How much pressure does it take to squeeze barium titanate to 9 % and then 12 % below its relaxed volume, and what does its band gap do on the way? Density functional results for six volumes of a polar form of the crystal are at hand. The two smallest volumes, 12.187 and 11.786 Å³ per atom, are still open.

BaTiO3, five-atom cell starting in space group Amm2, shape and atoms relaxed at each fixed volume. Ansatz 0.2.0, plane-wave PAW, scalar-relativistic PBE without spin polarisation, cutoff 420 eV, Gamma-centred 8×8×8 k mesh, Gaussian smearing 0.02 eV. Energies count from the minimum of a third-order Birch-Murnaghan fit; pressures come from the computed stress.

| volume per atom (Å³/atom) | energy over minimum (meV/atom) | pressure (GPa) | band gap on mesh (eV) |
| --- | --- | --- | --- |
| 11.786 | ? | ? | ? |
| 12.187 | ? | ? | ? |
| 12.589 | 16.3 | 7.16 | 2.119 |
| 12.991 | 3.7 | 3.11 | 2.251 |
| 13.393 | 0.0 | 0.01 | 2.390 |
| 13.794 | 2.9 | -2.28 | 2.538 |
| 14.196 | 10.6 | -3.89 | 2.696 |
| 14.732 | 25.9 | -5.22 | 2.921 |

The known rows show a crystal that stiffens fast. The bulk modulus B measures the resistance to compression, and two neighbouring rows give it as −V ΔP/ΔV, with V the volume per atom and P the pressure. It rises from 36 GPa between the two most stretched rows to 129 GPa between the two most compressed ones. Per GPa of added pressure, B gains about 14 GPa at the stretched end and still nearly 8 GPa at the other, where ordinary solids gain 4 or 5. The notes supplied with the data call this pressure derivative unusual, a judgement that comes from the data makers' tests on other systems; the runs themselves report no warning.

Two limiting cases help to explain this. In a strongly stretched crystal the titanium ion has room to move off the centre of its oxygen cage, and it gains energy by forming shorter bonds to some of the oxygens. In a strongly compressed crystal the cage is tight, short-range repulsion wins, and titanium stays at the centre. The starting cell lies between these limits: it is polar, with titanium off-centre.

The simplest theory of such a distortion writes its energy as −½Ad² + ¼Cd⁴, where d is the displacement of titanium, C is a positive constant and A grows with volume. The energy is lowest at d² = A/C, and the gain is A²/(4C). Because A grows with volume, so does the best d, and the crystal can answer a change of volume by changing d, which makes it soft. A soft crystal needs little pressure for a given compression, so its stiffness rises quickly when counted per GPa. Once A falls to zero the distortion is gone, and the extra softness goes with it.

The gap should follow the same displacement. Off-centre titanium mixes its empty d states more strongly with the filled p states of oxygen, which pushes the two sets apart and widens the gap, for small d in proportion to d². Compression should therefore narrow the gap until the distortion is gone, and after that the narrowing should stop. The known gaps do shrink at each step of compression, but the table does not list the displacements, so for now this link is an argument from theory.

For numbers, the Birch-Murnaghan equation continues the known stiffening smoothly. It uses the strain u = (V₀/V)^(2/3) − 1, where V₀ is the volume of the row with almost zero pressure:

P = 1.5 B₀ (V₀/V)^(5/3) u [1 + 0.75 (B′ − 4) u]

A least-squares fit to the six known pressures gives B₀ = 87.9 GPa, the bulk modulus at V₀, and B′ = 9.26, its change with pressure. A separate fit of the matching energy formula to the six energies gives nearly the same two constants.

The volume 12.187 Å³ per atom, which was not in the fit, serves as the worked case. Here V₀/V = 13.393/12.187 = 1.099, so u = 0.0649 and (V₀/V)^(5/3) = 1.170. The factor before the bracket is 1.5 × 87.9 × 1.170 × 0.0649 = 10.0 GPa. The bracket is 1 + 0.75 × 5.26 × 0.0649 = 1.256, and the product is 12.6 GPa.

The pressure forecasts are thus 12.6 ± 1.0 GPa at 12.187 Å³ per atom and 19.6 ± 2.0 GPa at 11.786. The ranges are judged, not statistical, and they widen with the distance from the known rows. If the distortion vanished right at the last known row, a rough estimate with a recalled stiffness for the nonpolar crystal puts both pressures just above these ranges. If the stiffening per GPa instead eases off faster than the formula assumes, they end somewhat below the central values.

The energies should be about 41 ± 2 and 81 ± 5 meV per atom above the minimum. For the gap, a parabola in volume describes the six known values to better than 0.001 eV. It leads to 2.00 ± 0.10 eV and then 1.88 ± 0.15 eV, still falling.

The withheld rows as computed:

| volume per atom (Å³/atom) | energy over minimum (meV/atom) | pressure (GPa) | band gap on mesh (eV) |
| --- | --- | --- | --- |
| 11.786 | 80.1 | 19.65 | 1.988 |
| 12.187 | 40.5 | 12.41 | 1.999 |

All six computed values lie within their ranges, and the energies are overestimated by only about 1 %. The pressure at 12.187 Å³ per atom is 0.17 GPa below the forecast, while the one at 11.786 agrees to about 0.05 GPa. The pressures are averages of the stress computed at each volume, not slopes of a fitted curve, so they are a test in their own right.

The close agreement at the smallest volume hides two deviations that nearly cancel. Down to 12.187 Å³ per atom the crystal stiffens a little less than the formula says, and beyond that it stiffens more. Between the last two volumes B reaches 216 GPa, after 162 GPa in the interval before. Its gain per GPa of pressure, which had eased to about 7, is back near 9.

The gap shows the change far more plainly. It was forecast to fall by about 0.11 eV between the two smallest volumes, but it falls by only 1.999 − 1.988 = 0.011 eV. The forecast at 11.786 Å³ per atom is therefore 0.10 eV too low. That is inside the range, yet more than a hundred times the parabola's largest error on the known rows. The parabola had learned how the gap narrows in the stretch it was given, and it could not know where the narrowing ends.

Both changes are what the second limiting case leads one to expect: extra stiffness and a gap that stops narrowing, in the same range of volume. The relaxed structures show that the off-centring is indeed lost there. At 12.187 Å³ per atom a small polar distortion is left, while at 11.786 the cell is practically cubic, with titanium at the centre of its cage. The edges of the five-atom cell follow suit: the longest exceeds the shortest by 0.134 Å at zero pressure, by 0.011 Å at 12.187 and by only 0.002 Å at 11.786. The pressure forecast suffers less from this loss than the gap forecast, and not only because its deviations nearly cancel. At such small volumes, ordinary repulsion between the ions probably supplies most of the resistance to compression, with or without the distortion, whereas the narrowing of the gap is expected to depend mainly on the distortion.

A jump of the band edges to other points of the band structure does not appear to be the cause. At both volumes the highest filled state on the k mesh lies at the corner of the Brillouin zone and the lowest empty one at its centre, though a mesh can miss the true band edges. Two points cannot show, however, whether the gap passes through a minimum between them. A second scan, with the crystal kept cubic and nonpolar at every volume, would show how much of the narrowing is due to the distortion.

For practical use, the volumes and pressures at which the change appears should not be carried over to real samples. The functional used here, PBE, exaggerates both the polar distortion and the volume of this material and gives gaps that are too small. The polar cells also have a symmetry that is not that of the most stable low-temperature phase, and because each relaxation keeps the symmetry it starts with, a relaxed cell may be a saddle point of the energy and not a true minimum. Temperature is left out as well, and since heat weakens the polar order, a warm sample is expected to lose it at a lower pressure.
